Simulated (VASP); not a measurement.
Set up this calculation in VASP 6.6.1, as the native input.

```yaml
Task: single point
Functional: PBE
Potentials_or_basis: VASP PAW PBE potentials, release 64 (H, C, N)
Cutoff: 520 eV
k_mesh: 2 × 2 × 2
Occupations: gaussian, width 0.03 eV
Spin: no spin polarisation
Further_INCAR_settings: ALGO = Normal; EDIFF = 1e-06
```

The structure of HC60N3 (a cell with a defect) lies in POSCAR:

```
HC60N3
1.0
    7.1400000000      0.0000000000      0.0000000000
    0.0000000000      7.1400000000      0.0000000000
    0.0000000000      0.0000000000      7.1400000000
H C N
1 60 3
Direct
    0.5298888200      0.5595991800      0.5447440000
    0.6319130000      0.6319130000      0.6319130000
    0.5014860000      0.7507060000      0.7507060000
    0.7507060000      0.5014860000      0.7507060000
    0.7507060000      0.7507060000      0.5014860000
    0.4950870000      0.2505090000      0.7494590000
    0.4950870000      0.7494590000      0.2505090000
    0.2505090000      0.4950870000      0.7494590000
    0.7494590000      0.4950870000      0.2505090000
    0.2505090000      0.7494590000      0.4950870000
    0.7494590000      0.2505090000      0.4950870000
    0.6235760000      0.3759650000      0.8734240000
    0.6235760000      0.8734240000      0.3759650000
    0.3759650000      0.6235760000      0.8734240000
    0.8734240000      0.6235760000      0.3759650000
    0.3759650000      0.8734240000      0.6235760000
    0.8734240000      0.3759650000      0.6235760000
    0.5050870000      0.2510410000      0.2510410000
    0.2510410000      0.5050870000      0.2510410000
    0.2510410000      0.2510410000      0.5050870000
    0.1273950000      0.6227350000      0.6227350000
    0.6227350000      0.1273950000      0.6227350000
    0.6227350000      0.6227350000      0.1273950000
    0.9999620000      0.4999560000      0.4999560000
    0.4999560000      0.9999620000      0.4999560000
    0.4999560000      0.4999560000      0.9999620000
    0.1278200000      0.3773090000      0.3773090000
    0.3773090000      0.1278200000      0.3773090000
    0.3773090000      0.3773090000      0.1278200000
    0.6239330000      0.8758650000      0.8758650000
    0.8758650000      0.6239330000      0.8758650000
    0.8758650000      0.8758650000      0.6239330000
    0.0011195000      0.7494200000      0.7494200000
    0.7494200000      0.0011195000      0.7494200000
    0.7494200000      0.7494200000      0.0011195000
    0.1237350000      0.3750450000      0.8761320000
    0.1237350000      0.8761320000      0.3750450000
    0.3750450000      0.1237350000      0.8761320000
    0.8761320000      0.1237350000      0.3750450000
    0.3750450000      0.8761320000      0.1237350000
    0.8761320000      0.3750450000      0.1237350000
    0.9987500000      0.2495250000      0.7493430000
    0.9987500000      0.7493430000      0.2495250000
    0.2495250000      0.9987500000      0.7493430000
    0.7493430000      0.9987500000      0.2495250000
    0.2495250000      0.7493430000      0.9987500000
    0.7493430000      0.2495250000      0.9987500000
    0.1237820000      0.1237820000      0.6246850000
    0.1237820000      0.6246850000      0.1237820000
    0.6246850000      0.1237820000      0.1237820000
    0.0017403000      0.2503660000      0.2503660000
    0.2503660000      0.0017403000      0.2503660000
    0.2503660000      0.2503660000      0.0017403000
    0.1249420000      0.8743930000      0.8743930000
    0.8743930000      0.1249420000      0.8743930000
    0.8743930000      0.8743930000      0.1249420000
    0.9999680000      0.9999680000      0.4998950000
    0.9999680000      0.4998950000      0.9999680000
    0.4998950000      0.9999680000      0.9999680000
    0.1254050000      0.1254050000      0.1254050000
    0.9997840000      0.9997840000      0.9997840000
    0.6351560000      0.3648080000      0.3648080000
    0.3648080000      0.6351560000      0.3648080000
    0.3648080000      0.3648080000      0.6351560000
```

The cell was built by a generator and needn't be a form met in nature.

The input as run:

INCAR

```
SYSTEM = HC60N3
PREC = Accurate ; ENCUT = 520
EDIFF = 1E-6 ; ISMEAR = 0
SIGMA = 0.03 ; LREAL = .FALSE.
LASPH = .TRUE. ; NELM = 100
ALGO = Normal ; ISIF = 2
LWAVE = .FALSE. ; LCHARG = .TRUE.
GGA = PE ; LELF = .TRUE.
LVHAR = .TRUE.
```

KPOINTS

```
Automatic mesh
0
G
  2 2 2
  0 0 0
```

Potentials or basis: VASP PAW PBE potentials, release 64 (H, C, N).

Run with:

```console
$ cat potpaw_PBE.64/H/POTCAR potpaw_PBE.64/C/POTCAR potpaw_PBE.64/N/POTCAR > POTCAR
$ mpirun -np 1 vasp_std > vasp.out
```

Results of the run:

```
Pressure               : 1.0 GPa
Largest force          : 0.940 eV/Å
Band gap on the k mesh : 3.65 eV, indirect (least direct gap 3.73 eV)
```

Caveat: the k mesh is coarse (spacing up to 0.44 Å⁻¹), so the values aren't converged.

Wall time 11 min on 1 thread of AMD EPYC 9R45 (Zen 5) (shared host), peak memory 0.56 GiB.
